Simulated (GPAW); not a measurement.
# CuO (F-43m) in GPAW: further runs

The runs below take CuO through single point, with r2SCAN+U, PBEsol+U.

All numbers are computed with GPAW 26.7.0; they aren't measurements. Logs are shortened: lines on timing, memory, paths and dates and some standing lists are left out, and cuts for length are marked. The log counts tension as positive stress, the text compression.

### 1 The crystal as given

The structure is cubic, space group F-43m (No. 216). The conventional cell has a = 4.655 Å, b = 4.655 Å, c = 4.655 Å, α = 90.00°, β = 90.00°, γ = 90.00°. Cu (site symmetry -43m) is surrounded by 4 O at 2.02 Å. O (site symmetry -43m) has 4 Cu at 2.02 Å as nearest neighbours.

Measurements of this composition are mostly on another form, of space group No. 15.

### 2 Single point, r2SCAN+U, collinear spin, ferromagnetic start

run.py

```python
from ase.dft.bandgap import bandgap
from ase.io import read, write
from ase.units import Bohr, GPa
from gpaw import GPAW, PW
from gpaw.elf import elf_from_dft_calculation

atoms = read('POSCAR')
atoms.set_initial_magnetic_moments([0.6, 0.0])

calc = GPAW(mode=PW(800),
            xc='MGGA_X_R2SCAN+MGGA_C_R2SCAN',
            kpts={'size': (7, 7, 7), 'gamma': True},
            occupations={'name': 'methfessel-paxton', 'order': 0, 'width': 0.05},
            setups={'Cu': ':d,6.0'},
            nbands=19,
            convergence={'density': 1e-05, 'energy': 1e-05},
            maxiter=150,
            txt='gpaw.txt')
atoms.calc = calc
energy = atoms.get_potential_energy()
forces = atoms.get_forces()
stress = atoms.get_stress()
calc.write('gs.gpw')
write('result.traj', atoms)
print(f'Energy: {energy:.6f} eV')
print('Forces (eV/A):')
print(forces.round(4))
print('Stress (GPa):', (stress / GPa).round(3))
print('Moments:', calc.get_magnetic_moments().round(3))
print('Fermi level:', round(calc.get_fermi_level(), 4), 'eV')
print(f'Gap: {bandgap(calc)[0]:.4f} eV, direct: {bandgap(calc, direct=True)[0]:.4f} eV')

# fields on the real-space grid
write('density.cube', atoms, data=calc.get_pseudo_density() * Bohr**3)
write('potential.cube', atoms, data=calc.get_electrostatic_potential())
write('spin.cube', atoms, data=(calc.get_pseudo_density(spin=0) - calc.get_pseudo_density(spin=1)) * Bohr**3)
write('elf.cube', atoms, data=elf_from_dft_calculation(calc).data)
```

POSCAR

```
CuO
1.0
    0.0000000000      2.3272527300      2.3272527300
    2.3272527300      0.0000000000      2.3272527300
    2.3272527300      2.3272527300      0.0000000000
Cu O
1 1
Direct
    0.0000000000      0.0000000000      0.0000000000
    0.2500000000      0.2500000000      0.2500000000
```

Potentials or basis: GPAW PAW data sets (gpaw-data 1.2.1), pw.

Command:

```
$ OMP_NUM_THREADS=1 python run.py
```

gpaw.txt:

```text
__  _  _
 | _ |_)|_||  |
 |__||  | ||/\| - 26.7.0

Input parameters:
  mode=PW(ecut=800.0),
  convergence={'density': 1e-05, 'energy': 1e-05},
  kpts=MonkhorstPack(size=(7, 7, 7), gamma=True),
  maxiter=150,
  nbands=19,
  occupations=Occupations(name='methfessel-paxton', order=0, width=0.05),
  setups={'Cu': ':d,6.0'},
  xc=XC(name='MGGA_X_R2SCAN+MGGA_C_R2SCAN')

Diagonalizing LCAO Hamiltonian
Converting LCAO to pw mode

           O

       Cu

Atoms  # Å, Bohr magnetons
|   | symbol |        x |        y |        z |    initial magnetic moments |
|---|--------|----------|----------|----------|-----------------------------|
| 0 |     Cu | 0.000000 | 0.000000 | 0.000000 | ( 0.0000,  0.0000,  0.6000) |
| 1 |      O | 1.163626 | 1.163626 | 1.163626 | ( 0.0000,  0.0000,  0.0000) |

Unit cell  # Å
| periodic |        x |        y |        z |  lengths |    angles |
|----------|----------|----------|----------|----------|-----------|
|      yes | 0.000000 | 2.327253 | 2.327253 | 3.291232 | 60.000000 |
|      yes | 2.327253 | 0.000000 | 2.327253 | 3.291232 | 60.000000 |
|      yes | 2.327253 | 2.327253 | 0.000000 | 3.291232 | 60.000000 |

Number of symmetries: 24
Symmetry operations  # r_c * U_cc + t_c -> r_c
|    | kind |            matrix            |
|----|------|------------------------------|
|  0 |  E   |  1, 0, 0,  0, 1, 0,  0, 0, 1 |
|  1 |  σ   |  1, 0, 0,  0, 0, 1,  0, 1, 0 |
|  2 |  σ   |  1, 0,-1,  0, 1,-1,  0, 0,-1 |
|  3 |  C3  |  1, 0,-1,  0, 0,-1,  0, 1,-1 |
|  4 |  C3  |  1,-1, 0,  0,-1, 1,  0,-1, 0 |
|  5 |  σ   |  1,-1, 0,  0,-1, 0,  0,-1, 1 |
|  6 |  σ   |  0, 1, 0,  1, 0, 0,  0, 0, 1 |
|  7 |  C3  |  0, 1, 0,  0, 0, 1,  1, 0, 0 |
|  8 |  C2  |  0, 1,-1,  1, 0,-1,  0, 0,-1 |
|  9 |  S4  |  0, 1,-1,  0, 0,-1,  1, 0,-1 |
| 10 |  C3  |  0, 0, 1,  1, 0, 0,  0, 1, 0 |
| 11 |  σ   |  0, 0, 1,  0, 1, 0,  1, 0, 0 |
| 12 |  S4  |  0, 0,-1,  1, 0,-1,  0, 1,-1 |
| 13 |  C3  |  0, 0,-1,  0, 1,-1,  1, 0,-1 |
| 14 |  S4  |  0,-1, 1,  1,-1, 0,  0,-1, 0 |
| 15 |  C2  |  0,-1, 1,  0,-1, 0,  1,-1, 0 |
| 16 |  C3  |  0,-1, 0,  1,-1, 0,  0,-1, 1 |
| 17 |  S4  |  0,-1, 0,  0,-1, 1,  1,-1, 0 |
| 18 |  S4  | -1, 1, 0, -1, 0, 1, -1, 0, 0 |
| 19 |  C3  | -1, 1, 0, -1, 0, 0, -1, 0, 1 |
| 20 |  C3  | -1, 0, 1, -1, 1, 0, -1, 0, 0 |
| 21 |  S4  | -1, 0, 1, -1, 0, 0, -1, 1, 0 |
| 22 |  σ   | -1, 0, 0, -1, 1, 0, -1, 0, 1 |
| 23 |  C2  | -1, 0, 0, -1, 0, 1, -1, 1, 0 |

BZ-sampling:
  Number of BZ points: 343
  Number of IBZ points: 20

  Monkhorst-Pack size: [7, 7, 7]
  Monkhorst-Pack shift: [0, 0, 0]

K-points  # in reciprocal-cell coordinates
|     |                                coordinates |     weight |
|-----|--------------------------------------------|------------|
|   0 | (  0.00000000,   0.00000000,   0.00000000) | 0.00291545 |
|   1 | (  0.14285714,   0.14285714,   0.00000000) | 0.01749271 |
|   2 | (  0.14285714,   0.14285714,   0.14285714) | 0.02332362 |
|   3 | (  0.28571429,   0.14285714,   0.14285714) | 0.03498542 |
|   4 | (  0.28571429,   0.28571429,   0.00000000) | 0.01749271 |
|   5 | (  0.28571429,   0.28571429,   0.14285714) | 0.06997085 |
|   6 | (  0.28571429,   0.28571429,   0.28571429) | 0.02332362 |
|   7 | (  0.42857143,  -0.28571429,  -0.28571429) | 0.03498542 |
|   8 | (  0.42857143,   0.28571429,  -0.42857143) | 0.13994169 |
|   9 | (  0.42857143,   0.28571429,  -0.28571429) | 0.06997085 |
| ... |                                            |            |
|  19 | (  0.42857143,   0.42857143,   0.42857143) | 0.02332362 |

Plane wave coefficients: 1313
Cutoff: 800.0 eV

Spin-components: 2 (collinear spins)
Bands:           19
Projectors:      11
Spin-degeneracy: 1
Datatype:        complex128

Parallelization:
  kpt:    1
  domain: 1
  band:   1

Density:
  Valence electrons: 17.0
  Components: 2
  Grid points: [24 24 24]
  Charge: 0.0  # |e|

Potential:
  Grid points: [24 24 24]

species:
  Cu:
    name:    Copper
    Z:       29.0
    valence: 11
    core:    18
    charge:  0.0  # [|e|]
    Hubbard: {U: 6.0,  # eV
              l: 2,
              scale: True}
    compensation charges:
      type: gauss
      rc: 0.33  # [Å]
      lmax: 2
    cutoffs:
      filter: 2.06  # [Å]
      core: 2.43  # [Å]
    projectors
    | kind |    occ | energy [eV] | rcut [Å] |
    |------|--------|-------------|----------|
    |   4s |  1.000 |      -4.609 |    1.164 |
    |   4p |  0.000 |      -0.698 |    1.164 |
    |   3d | 10.000 |      -5.039 |    1.058 |
    |    s |        |      22.603 |    1.164 |
    |    p |        |      26.513 |    1.164 |
    |    d |        |      22.172 |    1.058 |

    Using partial waves for Cu as LCAO basis

  O:
    name:    Oxygen
    Z:       8.0
    valence: 6
    core:    2
    charge:  0.0  # [|e|]
    compensation charges:
      type: gauss
      rc: 0.21  # [Å]
      lmax: 2
    cutoffs:
      filter: 1.17  # [Å]
      core: 0.83  # [Å]
    projectors
    | kind |    occ | energy [eV] | rcut [Å] |
    |------|--------|-------------|----------|
    |   2s |  2.000 |     -23.961 |    0.688 |
    |   2p |  4.000 |      -9.029 |    0.598 |
    |    s |        |       3.251 |    0.688 |
    |    p |        |      18.182 |    0.598 |
    |    d |        |       0.000 |    0.619 |

    Using partial waves for O as LCAO basis

Reference energy: -47062.304142  # eV

eigensolver:
  PPCG
  Converge bands: occupied
  niter=2

density mixing:
  MSR1-Mixer
  Pratt-step length: 0.05
  Maximum mixing coefficient: 0.75
  Old densities: 10
  SVD Regularization: 0.005
  Good broyden scale: 1.0
  Trust region scale: 1.0
  Backstep threshold: 4.0
  History deletion threshold: 6.0
  Fourier metric: weight=20.0, sigma=0.015

occupation numbers:
  Methfessel-Paxton:
    width: 0.0500  # eV
    order: 0

poisson solver:
  ecut: 6400.0  # eV

xc functional:
  name: MGGA_X_R2SCAN+MGGA_C_R2SCAN with 2 nearest neighbor stencil

convergence criteria:
- Maximum integral of absolute [dens]ity change: 1e-05 electrons / valence electron
- Maximum [total energy] change in last 3 cyles: 1e-05 eV / valence electron
- Maximum integral of absolute [eigenst]ate change: 4e-08 eV^2 / valence electron
maximum number of iterations: 150

SCF iterations
|iter     | |      energy | eigst |  dens |  magmom |
|---------|-|-------------|-------|-------|---------|
|iter:   1| |  -20.346802 | -0.14 |       |  +0.5919|
|iter:   2| |  -16.815579 | -1.17 | -0.86 |  +0.5667|
|iter:   3| |  -16.137158 | -1.09 | -0.92 |  +0.4515|
|iter:   4| |  -16.204921 | -2.59 | -1.30 |  +0.3912|
|iter:   5| |  -16.256019 | -2.62 | -1.40 |  +0.2291|
|iter:   6| |  -16.268159 | -3.05 | -1.75 |  +0.1416|
|iter:   7| |  -16.270691 | -3.99 | -2.25 |  +0.1519|
|iter:   8| |  -16.298194 | -3.18 | -2.25 |  +0.2567|
|iter:   9| |  -16.265901 | -3.13 | -1.64 |  +0.1050|
|iter:  10| |  -16.270763 | -3.57 | -2.14 |  +0.1466|
|iter:  11| |  -16.271560 | -4.48 | -2.19 |  +0.2238|
|iter:  12| |  -16.269694 | -4.26 | -1.96 |  +0.1357|
|iter:  13| |  -16.267859 | -4.74 | -2.25 |  +0.0547|
|iter:  14| |  -16.267959 | -4.75 | -2.61 |  +0.0133|
|iter:  15| |  -16.268368 | -4.47 | -2.84 |  -0.0053|
|iter:  16| |  -16.268413 | -5.20 | -3.51 |  -0.0086|
|iter:  17| |  -16.268419c| -6.15 | -3.79 |  -0.0063|
|iter:  18| |  -16.268422c| -6.62 | -3.96 |  -0.0044|
|iter:  19| |  -16.268423c| -8.05c| -4.23 |  -0.0041|
|iter:  20| |  -16.268423c| -8.26c| -4.32 |  -0.0031|
|iter:  21| |  -16.268423c| -7.94c| -4.32 |  -0.0032|
|iter:  22| |  -16.268423c| -8.20c| -4.35 |  -0.0029|
|iter:  23| |  -16.268424c| -8.27c| -4.45 |  -0.0025|
|iter:  24| |  -16.268424c| -8.15c| -4.52 |  -0.0017|
|iter:  25| |  -16.268424c| -8.44c| -4.59 |  -0.0009|
|iter:  26| |  -16.268425c| -8.54c| -4.75 |  -0.0002|
|iter:  27| |  -16.268425c| -7.53c| -5.00c|  +0.0004|

Converged in 27 steps
Energy contributions relative to reference atoms: (reference = -47062.304142)

Energy contributions:
  Kinetic:          25.930301
  Coulomb:         -25.783158
  Zero:              0.154898
  External:          0.000000
  Xc:              -16.569592
  Entropy:          -0.001746
  Spinorbit:         0.000000
  ----------------------------
  Free energy:     -16.269298
  Extrapolated:    -16.268425

dipole moment: (-10.788332, -10.788332, -10.788332)  # |e|*Ang

Total magnetic moment: (0.000000, 0.000000, 0.000432)

Local magnetic moments
|        x |        y |        z |
|----------|----------|----------|
| 0.000000 | 0.000000 | 0.000275 |  # Cu   0
| 0.000000 | 0.000000 | 0.000098 |  # O    1

Fermi level: 2.641
Eigenvalues  # (at kpt = [0.000, 0.000, 0.000])
| band index |      eig [eV] | occ [0-1] |      eig [eV] | occ [0-1] |
|------------|---------------|-----------|---------------|-----------|
|          0 |       -16.132 |     1.000 |       -16.132 |     1.000 |
|          1 |        -1.891 |     1.000 |        -1.890 |     1.000 |
|          2 |        -1.891 |     1.000 |        -1.890 |     1.000 |
|          3 |        -1.891 |     1.000 |        -1.890 |     1.000 |
|          4 |        -0.220 |     1.000 |        -0.219 |     1.000 |
|          5 |        -0.220 |     1.000 |        -0.219 |     1.000 |
|          6 |         3.411 |     0.000 |         3.412 |     0.000 |
|          7 |         3.411 |     0.000 |         3.412 |     0.000 |
|          8 |         3.411 |     0.000 |         3.412 |     0.000 |
|          9 |         4.740 |     0.000 |         4.740 |     0.000 |
|         10 |        18.265 |     0.000 |        18.265 |     0.000 |
|         11 |        18.265 |     0.000 |        18.265 |     0.000 |
|         12 |        18.265 |     0.000 |        18.265 |     0.000 |
|         13 |        24.173 |     0.000 |        24.173 |     0.000 |
|        ... |               |           |               |           |
|         18 |        26.149 |     0.000 |        26.149 |     0.000 |

No gap
No difference between direct/indirect transitions

Forces  # eV/Ang
|        x |        y |        z |
|----------|----------|----------|
|  0.00000 | -0.00000 | -0.00000 |  # Cu   0
| -0.00000 | -0.00000 | -0.00000 |  # O    1

Stress tensor  # eV/Ang^3
|         x |         y |         z |
|-----------|-----------|-----------|
|  0.082714 |  0.000000 | -0.000000 |
|  0.000000 |  0.082714 | -0.000000 |
| -0.000000 | -0.000000 |  0.082714 |

# Writing to gs.gpw (mode='')
```

Run time: 3.6 min. Hardware: 1 thread of Arm Neoverse V1, shared host; peak memory 0.27 GiB.

Results:

```yaml
Free_energy: -16.2693 eV
Pressure: -13.3 GPa
Band_gap_on_the_k_mesh: none (metal or under the smearing width)
Net_moment: 0.00 μB per cell
```

Caveat: with this Cu data set, volumes or pressures lay over 1.5 % or 2 GPa off other programs in two to four cells of ten; the PAW data sets were made with another functional, which shifts forces and pressure a little.

### 3 Single point, PBEsol+U, collinear spin, ferromagnetic start

run.py

```python
from ase.dft.bandgap import bandgap
from ase.io import read, write
from ase.units import GPa
from gpaw import GPAW, PW, setup_paths

setup_paths.insert(0, '.')

atoms = read('POSCAR')
atoms.set_initial_magnetic_moments([0.6, 0.0])

calc = GPAW(mode=PW(800),
            xc='PBEsol',
            kpts={'size': (7, 7, 7), 'gamma': True},
            occupations={'name': 'methfessel-paxton', 'order': 0, 'width': 0.05},
            setups={'Cu': ':d,2.0'},
            nbands=19,
            convergence={'density': 1e-05, 'energy': 1e-05},
            maxiter=150,
            txt='gpaw.txt')
atoms.calc = calc
energy = atoms.get_potential_energy()
forces = atoms.get_forces()
stress = atoms.get_stress()
calc.write('gs.gpw')
write('result.traj', atoms)
print(f'Energy: {energy:.6f} eV')
print('Forces (eV/A):')
print(forces.round(4))
print('Stress (GPa):', (stress / GPa).round(3))
print('Moments:', calc.get_magnetic_moments().round(3))
print('Fermi level:', round(calc.get_fermi_level(), 4), 'eV')
print(f'Gap: {bandgap(calc)[0]:.4f} eV, direct: {bandgap(calc, direct=True)[0]:.4f} eV')
```

POSCAR is that of step 2.

Potentials or basis: PAW data sets generated in the run's folder for this functional, pw.

Command:

```
$ gpaw-setup -f PBEsol Cu O
$ OMP_NUM_THREADS=1 python run.py
```

gpaw.txt:

```text
__  _  _
 | _ |_)|_||  |
 |__||  | ||/\| - 26.7.0

Input parameters:
  mode=PW(ecut=800.0),
  convergence={'density': 1e-05, 'energy': 1e-05},
  kpts=MonkhorstPack(size=(7, 7, 7), gamma=True),
  maxiter=150,
  nbands=19,
  occupations=Occupations(name='methfessel-paxton', order=0, width=0.05),
  setups={'Cu': ':d,2.0'},
  xc=XC(name='PBEsol')

Diagonalizing LCAO Hamiltonian
Converting LCAO to pw mode

           O

       Cu

Atoms  # Å, Bohr magnetons
|   | symbol |        x |        y |        z |    initial magnetic moments |
|---|--------|----------|----------|----------|-----------------------------|
| 0 |     Cu | 0.000000 | 0.000000 | 0.000000 | ( 0.0000,  0.0000,  0.6000) |
| 1 |      O | 1.163626 | 1.163626 | 1.163626 | ( 0.0000,  0.0000,  0.0000) |

Unit cell  # Å
[... 229 lines left out ...]
| 0.000000 | 0.000000 | -0.000012 |  # Cu   0
| 0.000000 | 0.000000 | -0.000020 |  # O    1

Fermi level: 3.307
Eigenvalues  # (at kpt = [0.000, 0.000, 0.000])
| band index |      eig [eV] | occ [0-1] |      eig [eV] | occ [0-1] |
|------------|---------------|-----------|---------------|-----------|
|          0 |       -14.699 |     1.000 |       -14.699 |     1.000 |
|          1 |        -1.071 |     1.000 |        -1.071 |     1.000 |
|          2 |        -1.071 |     1.000 |        -1.071 |     1.000 |
|          3 |        -1.071 |     1.000 |        -1.071 |     1.000 |
|          4 |         1.178 |     1.000 |         1.178 |     1.000 |
|          5 |         1.178 |     1.000 |         1.178 |     1.000 |
|          6 |         4.040 |     0.000 |         4.040 |     0.000 |
|          7 |         4.040 |     0.000 |         4.040 |     0.000 |
|          8 |         4.040 |     0.000 |         4.040 |     0.000 |
|          9 |         4.377 |     0.000 |         4.377 |     0.000 |
|         10 |        17.350 |     0.000 |        17.350 |     0.000 |
|         11 |        17.350 |     0.000 |        17.350 |     0.000 |
|         12 |        17.350 |     0.000 |        17.350 |     0.000 |
|         13 |        23.586 |     0.000 |        23.586 |     0.000 |
|        ... |               |           |               |           |
|         18 |        25.614 |     0.000 |        25.614 |     0.000 |

No gap
No difference between direct/indirect transitions

Forces  # eV/Ang
|       x |        y |        z |
|---------|----------|----------|
| 0.00000 | -0.00000 | -0.00000 |  # Cu   0
| 0.00000 |  0.00000 |  0.00000 |  # O    1

Stress tensor  # eV/Ang^3
|         x |         y |         z |
|-----------|-----------|-----------|
|  0.088659 |  0.000000 | -0.000000 |
|  0.000000 |  0.088659 | -0.000000 |
| -0.000000 | -0.000000 |  0.088659 |

# Writing to gs.gpw (mode='')
```

Run time: 86 s. Hardware: 1 thread of Arm Neoverse V1, shared host; peak memory 0.17 GiB.

What came out:

```
Free energy            : -10.1008 eV
Pressure               : -14.2 GPa
Band gap on the k mesh : none (metal or under the smearing width)
Net moment             : 0.00 μB per cell
```

Levels at points of the mesh, in eV from the Fermi level:
Spin up:
```csv
k point,band 5,band 6,band 7,band 8,band 9,band 10,band 11,band 12,band 13,band 14
"(0.00, 0.00, 0.00)",-2.13,-2.13,0.73,0.73,0.73,1.07,14.04,14.04,14.04,20.28
```
Spin down:
| k point | band 6 | band 7 | band 8 | band 9 | band 10 | band 11 | band 12 | band 13 |
| --- | --- | --- | --- | --- | --- | --- | --- | --- |
| (0.00, 0.00, 0.00) | -2.13 | 0.73 | 0.73 | 0.73 | 1.07 | 14.04 | 14.04 | 14.04 |

Caveat: with this Cu data set, volumes or pressures lay over 1.5 % or 2 GPa off other programs in two to four cells of ten. The state reached can hang on the start; a lower one may exist.
